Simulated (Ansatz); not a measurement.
# FeCo5: the cost of one run

Method: DFT PBE, scalar-relativistic, plane waves, PAW, in Ansatz 0.2.0.

1 further run of the same task is left out (it didn't finish).

**1. The system as given**

It takes space group P4/mmm (No. 123, tetragonal). The conventional cell has a = 2.466 Å, b = 2.466 Å, c = 10.463 Å, α = 90.00°, β = 90.00°, γ = 90.00°. Fe (site symmetry 4/mmm) is surrounded by 4 Fe at 2.47 Å and 8 Co at 2.47 Å. Co (site symmetry 4mm) has 8 Co at 2.47 Å and 4 Fe at 2.47 Å as nearest neighbours. Co (site symmetry 4mm) has 12 Co at 2.47 Å as nearest neighbours. Co (site symmetry 4/mmm) is surrounded by 12 Co at 2.47 Å.

Structure file:

```xyz
6
Lattice="2.4663 0.0000 0.0000 0.0000 2.4663 0.0000 0.0000 0.0000 10.4634" Properties=species:S:1:pos:R:3 pbc="T T T"
Fe    1.2331    1.2331    5.2317
Co    0.0000    0.0000    6.9756
Co    1.2331    1.2331    8.7195
Co    0.0000    0.0000    0.0000
Co    1.2331    1.2331    1.7439
Co    0.0000    0.0000    3.4878
```

The start is an ordering of an alloy on its end members' structure types: elements ordered on the sites of the Al type, Co/Fe on Al (P4/mmm, No. 123).

**2. A first look at the guess**

input.yaml

```yaml
crystal:
  lattice:
    - [2.46625838, 0.0, 0.0]
    - [0.0, 2.46625838, 0.0]
    - [0.0, 0.0, 10.46344813]
  atoms:
    - { symbol: Fe, position: [0.5, 0.5, 0.5], spin: 4.0 }
    - { symbol: Co, position: [0.0, 0.0, 0.66666667], spin: 3.0 }
    - { symbol: Co, position: [0.5, 0.5, 0.83333333], spin: 3.0 }
    - { symbol: Co, position: [0.0, 0.0, 0.0], spin: 3.0 }
    - { symbol: Co, position: [0.5, 0.5, 0.16666667], spin: 3.0 }
    - { symbol: Co, position: [0.0, 0.0, 0.33333333], spin: 3.0 }
basis:
  ecutwfc: 420
kpoints:
  mp_grid: { grid: [8, 8, 2] }
hamiltonian:
  xc: pbe
scf:
  occupations: { method: gaussian, width: 0.1 }
  lower_state_search: "off"
output:
  forces: true
  stress: true
  eigenvalues: true
  populations: true
magnetization:
  spin_polarized: true
```

On the command line:

```console
$ ansatz run input.yaml --threads 1 --pin off --max-ram 2560MiB --backend cpu --events-out ev --progress --plain --runs-dir out
```

What time and memory should one allow on 1 thread of Intel Xeon Platinum 8259CL at 2.50GHz (Skylake/Cascade Lake), shared host?

About 23 s, with a peak of 0.54 GiB.
